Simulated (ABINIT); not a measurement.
# PbSe (Clausthalite) (Fm-3m) in ABINIT: further runs

Aim: see how the results for PbSe (Clausthalite) move with the level of theory and the settings. Levels: PBEsol, r2SCAN. Tasks: single point.

Everything below comes from runs of ABINIT 10.8.3 (patched build). Logs are shortened: lines on timing, memory, paths and dates and some standing lists are left out, and cuts for length are marked. The log counts tension as positive stress, the text compression.

**Experimental background.**

From a printed reference work, monograph, for a bulk crystal of PbSe: band gap 0.28 eV (direct) at 300 K; band gap 0.15 eV (direct) at 4.2 K.

The runs below are set against these values where they give the same quantity.

**1. The crystal as given**

Symmetry: Fm-3m, No. 225, cubic system. Conventional cell: a = 6.121 Å, b = 6.121 Å, c = 6.121 Å, α = 90.00°, β = 90.00°, γ = 90.00°. Pb (site symmetry m-3m) has 6 Se at 3.06 Å as nearest neighbours. Se (site symmetry m-3m) is surrounded by 6 Pb at 3.06 Å.

**2. Single point, PBEsol**

run.abi

```
pp_dirpath "./"
pseudos "Pb.GGA_PBE-JTH.xml, Se.GGA_PBE-JTH.xml"

acell 8.1795146323 8.1795146323 8.1795146323
rprim
     0.0000000000     0.7071067812     0.7071067812
     0.7071067812     0.0000000000     0.7071067812
     0.7071067812     0.7071067812     0.0000000000
ntypat 2
znucl 82 34
natom 2
typat 1 2
xred
     0.0000000000     0.0000000000     0.0000000000
     0.5000000000     0.5000000000     0.5000000000

ecut 17.0
pawecutdg 34.0

kptopt 1
ngkpt 10 10 10
nshiftk 1
shiftk 0.0 0.0 0.0

ixc -116133

nband 14
occopt 3
tsmear 0.00183747

nstep 100
tolvrs 1.0e-9

iomode 3
prtwf 0
prteig 0
prtebands 0
prtden 1
prtvha 1
prtvclmb 1
prtpot 1
```

Potentials or basis: JTH PAW PBE v2.0.

Command:

```sh
abinit run.abi > log 2>&1
```

run.abo:

```text
.Version 10.8.3 of ABINIT
 Symmetries : space group Fm -3 m (#225); Bravais cF (face-center cubic)
================================================================================
 Values of the parameters that define the memory need of the present run
     intxc =       0    ionmov =       0      iscf =      17    lmnmax =      18
     lnmax =       6     mgfft =      32  mpssoang =       3    mqgrid =    3001
     natom =       2  nloc_mem =       2    nspden =       1   nspinor =       1
    nsppol =       1      nsym =      48    n1xccc =       1    ntypat =       2
    occopt =       3   xclevel =       2
       mpw =        1310          nfft =       32768          nkpt =          47
 PAW method is used; the additional fine FFT grid is defined by:
   mgfftf=        45    nfftf =     91125
================================================================================
================================================================================

--------------------------------------------------------------------------------
------------- Echo of variables that govern the present computation ------------
--------------------------------------------------------------------------------
 -outvars: echo values of preprocessed input variables --------
            acell      8.1795146323E+00  8.1795146323E+00  8.1795146323E+00 Bohr
              amu      2.07200000E+02  7.89600000E+01
             ecut      1.70000000E+01 Hartree
              ixc     -116133
         kptrlatt       10    0    0      0   10    0      0    0   10
          kptrlen      8.17951463E+01
            natom           2
            nband          14
            ngfft          32      32      32
          ngfftdg          45      45      45
             nkpt          47
            nstep         100
             nsym          48
           ntypat           2
           occopt           3
        pawecutdg      3.40000000E+01 Hartree
         pawxcdev           0
        prtebands           0
           prteig           0
           prtpot           1
         prtvclmb           1
           prtvha           1
            prtwf           0
            rprim      0.0000000000E+00  7.0710678120E-01  7.0710678120E-01
                       7.0710678120E-01  0.0000000000E+00  7.0710678120E-01
                       7.0710678120E-01  7.0710678120E-01  0.0000000000E+00
          spgroup         225
           tolvrs      1.00000000E-09
           tsmear      1.83747000E-03 Hartree
            typat      1  2
           useylm           1
           xangst      0.0000000000E+00  0.0000000000E+00  0.0000000000E+00
                       3.0606499980E+00  3.0606499980E+00  3.0606499980E+00
            xcart      0.0000000000E+00  0.0000000000E+00  0.0000000000E+00
                       5.7837902634E+00  5.7837902634E+00  5.7837902634E+00
             xred      0.0000000000E+00  0.0000000000E+00  0.0000000000E+00
                       5.0000000000E-01  5.0000000000E-01  5.0000000000E-01
            znucl       82.00000   34.00000

================================================================================

 chkinp: Checking input parameters for consistency.

================================================================================
== DATASET  1 ==================================================================

--- !DatasetInfo
iteration_state: {dtset: 1, }
dimensions: {natom: 2, nkpt: 47, mband: 14, nsppol: 1, nspinor: 1, nspden: 1, mpw: 1310, }
cutoff_energies: {ecut:  17.0, pawecutdg:  34.0, }
electrons: {nelect:   2.00000000E+01, charge:   0.00000000E+00, occopt:   3.00000000E+00, tsmear:   1.83747000E-03, }
meta: {optdriver: 0, ionmov: 0, optcell: 0, iscf: 17, paral_kgb: 0, }
...

 Real(R)+Recip(G) space primitive vectors, cartesian coordinates (Bohr,Bohr^-1):
 R(1)=  0.0000000  5.7837903  5.7837903  G(1)= -0.0864485  0.0864485  0.0864485
 R(2)=  5.7837903  0.0000000  5.7837903  G(2)=  0.0864485 -0.0864485  0.0864485
 R(3)=  5.7837903  5.7837903  0.0000000  G(3)=  0.0864485  0.0864485 -0.0864485
 Unit cell volume ucvol=  3.8696136E+02 bohr^3
 Angles (23,13,12)=  6.00000000E+01  6.00000000E+01  6.00000000E+01 degrees

 Coarse grid specifications (used for wave-functions):

 getcut: wavevector=  0.0000  0.0000  0.0000  ngfft=  32  32  32
         ecut(hartree)=     17.000   => boxcut(ratio)=   2.10782

 Fine grid specifications (used for densities):

 getcut: wavevector=  0.0000  0.0000  0.0000  ngfft=  45  45  45
         ecut(hartree)=     34.000   => boxcut(ratio)=   2.04937

--- Pseudopotential description ------------------------------------------------
- pspini: atom type   1  psp file is ./Pb.GGA_PBE-JTH.xml
 Pseudopotential format is: paw10
 basis_size (lnmax)=  6 (lmn_size= 18), orbitals=   0   0   1   1   2   2
 Spheres core radius: rc_sph= 2.40264019
 Shapefunction is BESSEL type: shapef(r,l)=aa(1,l)*jl(q(1,l)*r)+aa(2,l)*jl(q(2,l)*r)
 Radius for shape functions =  2.00872932
 Compensation charge density is not taken into account in XC energy/potential

- pspini: atom type   2  psp file is ./Se.GGA_PBE-JTH.xml
 Pseudopotential format is: paw10
 basis_size (lnmax)=  4 (lmn_size=  8), orbitals=   0   0   1   1
 Spheres core radius: rc_sph= 2.21132333
 Shapefunction is BESSEL type: shapef(r,l)=aa(1,l)*jl(q(1,l)*r)+aa(2,l)*jl(q(2,l)*r)
 Radius for shape functions =  2.00656599
 Compensation charge density is not taken into account in XC energy/potential

   1.09479230E+03                                ecore*ucvol(ha*bohr**3)
--------------------------------------------------------------------------------

================================================================================

--- !BeginCycle
iteration_state: {dtset: 1, }
solver: {iscf: 17, nstep: 100, nline: 4, wfoptalg: 10, }
tolerances: {tolvrs: 1.00E-09, }
...

     iter   Etot(hartree)      deltaE(h)  residm     nres2
 ETOT  1  -70.202235877399    -7.020E+01 9.610E+00 2.200E+00
 ETOT  2  -70.871984585023    -6.697E-01 2.447E-01 2.144E+00
 ETOT  3  -70.860056888217     1.193E-02 9.106E-02 4.483E-01
 ETOT  4  -70.858443344104     1.614E-03 9.195E-03 5.300E-02
 ETOT  5  -70.858595370953    -1.520E-04 2.671E-03 2.054E-02
 ETOT  6  -70.858542530456     5.284E-05 4.745E-03 1.583E-03
 ETOT  7  -70.858552995149    -1.046E-05 3.053E-03 1.142E-04
 ETOT  8  -70.858555249097    -2.254E-06 1.552E-03 3.825E-05
 ETOT  9  -70.858555093774     1.553E-07 2.142E-03 2.058E-06
 ETOT 10  -70.858555117840    -2.407E-08 2.530E-04 2.919E-07
 ETOT 11  -70.858555118052    -2.122E-10 7.740E-05 7.832E-09
 ETOT 12  -70.858555118124    -7.222E-11 3.477E-05 1.175E-09
 ETOT 13  -70.858555118139    -1.454E-11 3.436E-06 4.662E-10

 At SCF step   13       nres2   =  4.66E-10 < tolvrs=  1.00E-09 =>converged.

 Cartesian components of stress tensor (hartree/bohr^3)
  sigma(1 1)=  5.15632188E-05  sigma(3 2)=  0.00000000E+00
  sigma(2 2)=  5.15632188E-05  sigma(3 1)=  0.00000000E+00
  sigma(3 3)=  5.15632188E-05  sigma(2 1)=  0.00000000E+00

--- !ResultsGS
iteration_state: {dtset: 1, }
comment   : Summary of ground state results
lattice_vectors:
- [  0.0000000,   5.7837903,   5.7837903, ]
- [  5.7837903,   0.0000000,   5.7837903, ]
- [  5.7837903,   5.7837903,   0.0000000, ]
lattice_lengths: [   8.17951,    8.17951,    8.17951, ]
lattice_angles: [ 60.000,  60.000,  60.000, ] # degrees, (23, 13, 12)
lattice_volume:   3.8696136E+02
convergence: {deltae: -1.454E-11, res2:  4.662E-10, residm:  3.436E-06, diffor: null, }
etotal    :  -7.08585551E+01
entropy   :   0.00000000E+00
fermie    :   1.41545212E-01
cartesian_stress_tensor: # hartree/bohr^3
- [  5.15632188E-05,   0.00000000E+00,   0.00000000E+00, ]
- [  0.00000000E+00,   5.15632188E-05,   0.00000000E+00, ]
- [  0.00000000E+00,   0.00000000E+00,   5.15632188E-05, ]
pressure_GPa:  -1.5170E+00
xred      :
- [  0.0000E+00,   0.0000E+00,   0.0000E+00, Pb]
- [  5.0000E-01,   5.0000E-01,   5.0000E-01, Se]
cartesian_forces: # hartree/bohr
- [ -0.00000000E+00,  -0.00000000E+00,  -0.00000000E+00, ]
- [ -0.00000000E+00,  -0.00000000E+00,  -0.00000000E+00, ]
force_length_stats: {min:   0.00000000E+00, max:   0.00000000E+00, mean:   0.00000000E+00, }
...

 Integrated electronic density in atomic spheres:
 ------------------------------------------------
 Atom  Sphere_radius  Integrated_density
    1        2.40264         11.30854801
    2        2.21132          3.89262594

================================================================================

 ----iterations are completed or convergence reached----

 Mean square residual over all n,k,spin=   12.296E-09; max=  34.365E-07
 reduced coordinates (array xred) for    2 atoms
       0.000000000000      0.000000000000      0.000000000000
       0.500000000000      0.500000000000      0.500000000000
 rms dE/dt=  0.0000E+00; max dE/dt=  0.0000E+00; dE/dt below (all hartree)
    1       0.000000000000      0.000000000000      0.000000000000
    2       0.000000000000      0.000000000000      0.000000000000

 cartesian coordinates (angstrom) at end:
    1      0.00000000000000     0.00000000000000     0.00000000000000
    2      3.06064999797024     3.06064999797024     3.06064999797024

 cartesian forces (hartree/bohr) at end:
    1     -0.00000000000000    -0.00000000000000    -0.00000000000000
    2     -0.00000000000000    -0.00000000000000    -0.00000000000000
 frms,max,avg= 0.0000000E+00 0.0000000E+00   0.000E+00  0.000E+00  0.000E+00 h/b

 cartesian forces (eV/Angstrom) at end:
    1     -0.00000000000000    -0.00000000000000    -0.00000000000000
    2     -0.00000000000000    -0.00000000000000    -0.00000000000000
 frms,max,avg= 0.0000000E+00 0.0000000E+00   0.000E+00  0.000E+00  0.000E+00 e/A
 length scales=  8.179514632300  8.179514632300  8.179514632300 bohr
              =  4.328412736724  4.328412736724  4.328412736724 angstroms
 Fermi (or HOMO) energy (hartree) =   0.14155   Average Vxc (hartree)=  -0.34759
 Eigenvalues (hartree) for nkpt=  47  k points:
 kpt#   1, nband= 14, wtk=  0.00100, kpt=  0.0000  0.0000  0.0000 (reduced coord)
  -0.47739   -0.47739   -0.47739   -0.47718   -0.47718   -0.36209   -0.09509    0.06925
   0.06925    0.06925    0.31012    0.31012    0.31012    0.37607
      occupation numbers for kpt#   1
   2.00000    2.00000    2.00000    2.00000    2.00000    2.00000    2.00000    2.00000
   2.00000    2.00000    0.00000    0.00000    0.00000    0.00000
 prteigrs : prtvol=0 or 1, do not print more k-points.

--- !EnergyTerms
iteration_state     : {dtset: 1, }
comment             : Components of total free energy in Hartree
kinetic             :  8.42593094143576E+00
hartree             :  2.08353660408084E+01
xc                  : -8.73406788588776E+00
Ewald energy        : -5.38904018413826E+01
psp_core            :  2.82920313665223E+00
local_psp           : -6.59396130928295E+01
PAW spherical_terms :  2.56150425614682E+01
internal            : -7.08585401397353E+01
'-kT*entropy'       : -1.08444000749817E-05
total_energy        : -7.08585509841354E+01
total_energy_eV     : -1.92815939965984E+03
...

--- !EnergyTermsDC
iteration_state     : {dtset: 1, }
comment             : '"Double-counting" decomposition of free energy'
band_energy         : -5.43185418338006E+00
Ewald energy        : -5.38904018413826E+01
psp_core            :  2.82920313665223E+00
xc_dc               : -2.33058260531656E+01
PAW spherical_terms :  8.94033466753748E+00
internal            : -7.08585442737386E+01
'-kT*entropy'       : -1.08444000749817E-05
total_energy_dc     : -7.08585551181387E+01
total_energy_dc_eV  : -1.92815951215180E+03
...

--- !EnergyTermsWithPAWCore
iteration_state     : {dtset: 1, }
comment             : 'Components of total free energy, including PAW core contributions'
Total energy        : -2.33050125177843E+04
Total energy DC     : -2.33050125219183E+04
Total energy (eV)   : -6.34161697088852E+05
Total energy DC (eV): -6.34161697201344E+05
...

 Cartesian components of stress tensor (hartree/bohr^3)
  sigma(1 1)=  5.15632188E-05  sigma(3 2)=  0.00000000E+00
  sigma(2 2)=  5.15632188E-05  sigma(3 1)=  0.00000000E+00
  sigma(3 3)=  5.15632188E-05  sigma(2 1)=  0.00000000E+00

-Cartesian components of stress tensor (GPa)         [Pressure= -1.5170E+00 GPa]
- sigma(1 1)=  1.51704227E+00  sigma(3 2)=  0.00000000E+00
- sigma(2 2)=  1.51704227E+00  sigma(3 1)=  0.00000000E+00
- sigma(3 3)=  1.51704227E+00  sigma(2 1)=  0.00000000E+00

== END DATASET(S) ==============================================================
================================================================================

 -outvars: echo values of variables after computation  --------
            acell      8.1795146323E+00  8.1795146323E+00  8.1795146323E+00 Bohr
           etotal     -7.0858555118E+01
            fcart     -0.0000000000E+00 -0.0000000000E+00 -0.0000000000E+00
                      -0.0000000000E+00 -0.0000000000E+00 -0.0000000000E+00
            rprim      0.0000000000E+00  7.0710678120E-01  7.0710678120E-01
                       7.0710678120E-01  0.0000000000E+00  7.0710678120E-01
                       7.0710678120E-01  7.0710678120E-01  0.0000000000E+00
           strten      5.1563218847E-05  5.1563218847E-05  5.1563218847E-05
                       0.0000000000E+00  0.0000000000E+00  0.0000000000E+00
           xangst      0.0000000000E+00  0.0000000000E+00  0.0000000000E+00
                       3.0606499980E+00  3.0606499980E+00  3.0606499980E+00
             xred      0.0000000000E+00  0.0000000000E+00  0.0000000000E+00
                       5.0000000000E-01  5.0000000000E-01  5.0000000000E-01
 Calculation completed.
```

Wall time 40 s (1 thread of Arm Neoverse V1, shared host); peak memory 0.13 GiB.

Results:

```yaml
Free_energy: -1928.1595 eV
Band_gap_on_the_k_mesh: 0.20 eV, direct
Valence_electrons_inside_the_program's_atomic_spheres: Pb 11.31; Se 3.89
```

Caveat: the cutoff is too short for stress, so the log's stress isn't used; the PAW data sets were made with another functional, which shifts forces and pressure a little; spin-orbit coupling is left out, which as a rule narrows the gap of such compounds by several tenths of an eV.

(Continued in part 2 of 3.)
